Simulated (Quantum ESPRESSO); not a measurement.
ZrC:

```
CELL_PARAMETERS angstrom
0.00000 2.54552 2.54552
2.54552 0.00000 2.54552
2.54552 2.54552 0.00000
ATOMIC_POSITIONS crystal
Zr 0.50000 0.50000 0.50000
C 0.75000 0.75000 0.75000
```

The cell was built by a generator and needn't be a form met in nature.

* Program: Quantum ESPRESSO 7.5
* Task: Hubbard U by linear response
* Functional: LDA
* Potentials or basis: PseudoDojo 0.4.1 SR LDA standard
* Cutoff: 1116 eV
* Density cutoff: 4463 eV
* k mesh: 6 × 6 × 6
* Occupations: cold, width 0.2 eV
* Spin: no spin polarisation
* Hubbard terms: Zr d U = 0.0001 eV
* Start of the occupations: default
* Hubbard projectors: ortho-atomic
* Form of the LDA correlation: PW92
* Mixing beta: 0.3
* Most SCF iterations: 120
* SCF threshold: 4e-10 Ry
* q mesh: 2 × 2 × 2

The first run showed a gap, so the response started from a second, tighter run with fixed occupations.

Problem. What Hubbard parameters does linear response give?

Solution. U = 2.33 eV on Zr 4d. The values belong to these projectors, potentials and this ground state, and don't carry over to other codes.

Hubbard U from linear response:
| site | manifold | U (eV) |
| --- | --- | --- |
| 1 | Zr-4d | 2.33 |
On the first site the bare response is -0.626 and the screened one -0.255 eV⁻¹.

Eigenvalues of the final occupation matrices:
```csv
site,spin,trace,eigenvalues
Zr 1 4d,each,1.37,0.20 0.20 0.33 0.33 0.33
```

Caveat: this smearing can shift energies of a crystal with a gap; the U is typed as a test and isn't derived for this compound.
